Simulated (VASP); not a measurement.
The system is SnS.

```
CELL_PARAMETERS angstrom
11.20000 0.00000 0.00000
0.00000 3.98700 0.00000
0.00000 0.00000 4.33400
ATOMIC_POSITIONS crystal
Sn 0.11940 0.25000 0.11980
Sn 0.38060 0.75000 0.61980
Sn 0.61940 0.25000 0.38020
Sn 0.88060 0.75000 0.88020
S 0.85080 0.25000 0.47930
S 0.64920 0.75000 0.97930
S 0.35080 0.25000 0.02070
S 0.14920 0.75000 0.52070
```

* Program: VASP 6.6.1
* Task: relaxation of cell and atoms
* Functional: PBEsol
* Potentials or basis: VASP PAW PBE potentials, release 64 (Sn_d, S)
* Cutoff: 600 eV
* k mesh: 4 × 8 × 6
* Occupations: gaussian, width 0.03 eV
* Spin: no spin polarisation

At the start: pressure -0.8 GPa; volume 24.19 Å³/atom.

How do energy, volume and symmetry change on relaxing?

Over 17 steps the energy falls by 3.3 meV/atom and the volume is 23.42 Å³/atom (-3.2 %); space group Pnma (No. 62, to 0.05 Å).

Step by step:
```csv
step,energy change (eV),largest force (eV/Å),pressure (GPa),volume (Å³)
1,0.0000,0.0741,-0.79,193.53
2,-0.0097,0.1417,0.13,190.21
3,-0.0097,0.1445,0.17,190.10
4,-0.0166,0.0946,0.11,189.32
5,-0.0225,0.0337,0.02,187.85
6,-0.0226,0.0383,0.03,187.65
7,-0.0247,0.0292,-0.04,187.49
8,-0.0246,0.0292,-0.03,187.48
9,-0.0254,0.0155,0.05,187.24
10,-0.0255,0.0152,0.09,187.09
11,-0.0257,0.0241,-0.09,187.58
12,-0.0258,0.0208,-0.02,187.43
13,-0.0258,0.0204,-0.05,187.45
14,-0.0259,0.0183,-0.02,187.43
15,-0.0260,0.0166,-0.01,187.41
16,-0.0262,0.0091,0.02,187.33
17,-0.0262,0.0094,-0.01,187.35
```

Final structure:
```xyz
8
Lattice="11.0830 0.0000 0.0000 0.0000 3.9845 0.0000 0.0000 0.0000 4.2425" Properties=species:S:1:pos:R:3 pbc="T T T"
Sn    1.3112    0.9961    0.4812
Sn    4.2303    2.9883    2.6024
Sn    6.8527    0.9961    1.6401
Sn    9.7718    2.9883    3.7613
S     9.4592    0.9961    2.0070
S     7.1652    2.9883    4.1283
S     3.9177    0.9961    0.1142
S     1.6238    2.9883    2.2355
```

Caveat: the PAW data sets were made with another functional, which shifts forces and pressure a little.
